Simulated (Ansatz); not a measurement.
What does Ansatz print for the nuclei with this input?

The cell is a structure deposited in the COD, relaxed with PBE at fixed cell and then changed (z compressed by 3 %).

```yaml
crystal:
  lattice:
    - [-3.28625, 3.28625, 2.892152]
    - [3.28625, -3.28625, 2.892152]
    - [3.28625, 3.28625, -2.892152]
  atoms:
    - { symbol: Hf, position: [0.75, 0.25, 0.5] }
    - { symbol: Hf, position: [0.0, 0.0, 0.0] }
    - { symbol: Si, position: [0.25, 0.75, 0.5] }
    - { symbol: Si, position: [0.5, 0.5, 0.0] }
    - { symbol: O, position: [0.1340001033, 0.3192779115, 0.8147221918] }
    - { symbol: O, position: [0.0692779115, 0.7545557197, 0.6852778082] }
    - { symbol: O, position: [0.5045557197, 0.3192779115, 0.1852778082] }
    - { symbol: O, position: [0.0692779115, 0.3840001033, 0.3147221918] }
    - { symbol: O, position: [0.6159998967, 0.9307220885, 0.6852778082] }
    - { symbol: O, position: [0.6807220885, 0.8659998967, 0.1852778082] }
    - { symbol: O, position: [0.2454442803, 0.9307220885, 0.3147221918] }
    - { symbol: O, position: [0.6807220885, 0.4954442803, 0.8147221918] }
kpoints:
  mp_grid: { grid: [5, 5, 5] }
scf:
  occupations: { method: fermi_dirac, width: 0.02 }
hamiltonian:
  xc: pbe
  pseudopotentials: { kind: paw, frozen_core: stored }
output:
  forces: true
  stress: true
  populations: true
  efg: { quadrupole_moments_barn: { Hf: 3.365, O: -0.02558 } }
```

```sh
ansatz run input.yaml --threads 1 --pin off --max-ram 3072MiB --backend cpu --events-out ev --progress --plain --runs-dir out
```

Of the output, the block on the nuclei alone is shown; the set-up, the SCF iterations, energies, forces and stress are cut. One atom of each set with nearly equal values is shown.

```
--- PAW observables at the nuclei: V_zz in 10²¹ V/m², potentials from the cell's mean, atoms counted from 1 ---
  atom   1  Hf V_zz =    +7.911804   η = 0.0000   by run symmetry: allowed   C_q = +643.7466 MHz
            electrostatic potential = -14176.386762 V   contact ρ = none
  atom   3  Si V_zz =    -1.702468   η = 0.0000   by run symmetry: allowed
            electrostatic potential = -1363.450257 V   contact ρ = none
  atom   5  O  V_zz =    +4.337801   η = 0.9725   by run symmetry: allowed   C_q = -2.6830 MHz
            electrostatic potential = -627.094565 V   contact ρ = none
```

The run took 3.5 s of wall time (3.5 s of CPU time) and 0.54 GiB at its peak, on 1 thread of AMD EPYC 9R45 (Zen 5) (x86_64; 16 cores open to the job, memory cap 3.0 GiB, no GPU), a shared host with a load of 0.2 a core.

Without spin–orbit coupling the gradients at and beside Hf can be off by some per cent, at some sites by more. At this changed cell the PBE pressure is 16 GPa. The atoms aren't relaxed in the changed cell (largest force 0.3 eV/Å).
